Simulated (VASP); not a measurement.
**Mo: single point with LDA**

The system is Mo.

```xyz
1
Lattice="-1.5735 1.5735 1.5735 1.5735 -1.5735 1.5735 1.5735 1.5735 -1.5735" Properties=species:S:1:pos:R:3 pbc="T T T"
Mo    0.0000    0.0000    0.0000
```

* Program: VASP 6.6.1
* Task: single point
* Functional: LDA
* Potentials or basis: VASP PAW LDA potentials, release 64 (Mo_sv)
* Cutoff: 520 eV
* k mesh: 36 × 36 × 36
* Occupations: fermi-dirac, width 0.1 eV
* Spin: no spin polarisation
* Further INCAR settings: ALGO = Normal; EDIFF = 1e-06

* Pressure: -8.1 GPa
* Band gap on the k mesh: none (metal or under the smearing width)

Levels at points of the mesh, in eV from the Fermi level:
| k point | band 4 | band 5 | band 6 | band 7 | band 8 | band 9 | band 10 | band 11 |
| --- | --- | --- | --- | --- | --- | --- | --- | --- |
| (0.00, 0.00, 0.00) | -34.37 | -7.24 | -1.38 | -1.38 | -1.38 | 1.63 | 1.63 | 14.83 |
| (0.50, 0.00, 0.00) | -34.38 | -5.36 | -3.43 | 1.67 | 1.69 | 2.29 | 4.80 | 11.96 |
| (0.50, 0.50, 0.50) | -35.36 | -5.49 | -5.49 | 4.02 | 4.02 | 4.02 | 9.07 | 9.07 |

Wall time 54 s on 1 thread of Intel(R) Xeon(R) 6975P-C (Granite Rapids) (shared host), peak memory 0.3 GiB.
